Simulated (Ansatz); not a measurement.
# Strain and the gap of NaCl (Fm-3m)

NaCl (started from an entry of an open crystallographic database), relaxed with r2SCAN in Ansatz. Space group Fm-3m (No. 225), cubic; conventional cell a = 5.605 Å, 22.02 Å³ an atom. Na is surrounded by 6 Cl at 2.80 Å; Cl is surrounded by 6 Na at 2.80 Å.

The axes x, y and z are those of this cell:
```
CELL_PARAMETERS angstrom
0.00000 2.80273 2.80273
2.80273 0.00000 2.80273
2.80273 2.80273 0.00000
ATOMIC_POSITIONS crystal
Na 0.00000 0.00000 0.00000
Cl 0.50000 0.50000 0.50000
```

Unstrained: The PBE gap is direct at Γ: 5.179 eV. The r2SCAN gap is direct at Γ: 5.975 eV. The HSE06 gap is direct at Γ: 6.559 eV. Meshes: PBE 8×8×8, r2SCAN 8×8×8, HSE06 6×6×6. Strains are changes of length per length, and xy shears are angles. After each strain the atoms were relaxed again with r2SCAN within the symmetry that the strain leaves, so tilts or polar shifts that break it weren't tested; points keep the names that they have in the unstrained zone. No spin polarisation and no zero-point or thermal motion.

Changes of the least gap in eV (an overlap counts as a negative gap):
```json
{"strain": "isotropic +2.69 % on every length", "volume change (%)": "+8.3", "space group": "Fm-3m", "PBE": "-0.298", "r2SCAN": "-0.319", "HSE06": "-0.322", "G0W0@PBE (mesh)": "-0.30", "energy rise, r2SCAN (meV/atom)": "10.8"}
{"strain": "isotropic +3.28 % on every length", "volume change (%)": "+10.2", "space group": "Fm-3m", "PBE": "-0.358", "r2SCAN": "-0.383", "HSE06": "-0.387", "G0W0@PBE (mesh)": "-0.35", "energy rise, r2SCAN (meV/atom)": "15.8"}
{"strain": "uniaxial -3.07 % along x", "volume change (%)": "-3.1", "space group": "I4/mmm", "PBE": "+0.119", "r2SCAN": "+0.128", "HSE06": "+0.126", "G0W0@PBE (mesh)": "+0.11", "energy rise, r2SCAN (meV/atom)": "4.6"}
{"strain": "xy shear, engineering strain (angle) +2.33 %", "volume change (%)": "0.0", "space group": "Immm", "PBE": "-0.047", "r2SCAN": "-0.049", "HSE06": "-0.049", "G0W0@PBE (mesh)": "-0.05", "energy rise, r2SCAN (meV/atom)": "0.5"}
```
Unstrained, G0W0@PBE with 183 empty bands, a screening cutoff of 150 eV and a 4×4×4 mesh gives 7.96 eV on its mesh; the band count follows the volume. G0W0 here is at a finite number of bands, screening cutoff and k mesh, not at the basis limit.

Isotropic +2.69 % on every length. HSE06: the gap goes from 6.559 to 6.237 eV (-0.322 eV). Stress change with r2SCAN, compression positive: xx -1.83, yy -1.83, zz -1.83 GPa. For HSE06, dE_g/d ln V = -4.0 eV over this step.

Isotropic +3.28 % on every length. HSE06: the gap goes from 6.559 to 6.172 eV (-0.387 eV). Stress change with r2SCAN, compression positive: xx -2.13, yy -2.13, zz -2.13 GPa. For HSE06, dE_g/d ln V = -4.0 eV over this step.

Uniaxial -3.07 % along x, other directions held. HSE06: the gap goes from 6.559 to 6.685 eV (+0.126 eV); with r2SCAN the top three valence levels at Γ, degenerate before, become 2+1 from the top over 23 meV. Stress change with r2SCAN, compression positive: xx +2.25, yy +0.38, zz +0.38 GPa.

Xy shear, engineering strain (angle) +2.33 %. HSE06: the gap goes from 6.559 to 6.510 eV (-0.049 eV); with r2SCAN the top three valence levels at Γ, degenerate before, become 1+1+1 from the top over 91 meV. Stress change with r2SCAN, compression positive: xx +0.01, yy +0.01, zz -0.01, xy -0.32 GPa.

The meshes of the hybrids are coarse, so their gaps aren't converged to the digits shown.

The splittings at Γ are without spin-orbit coupling, which regroups them where it is of like size or larger.
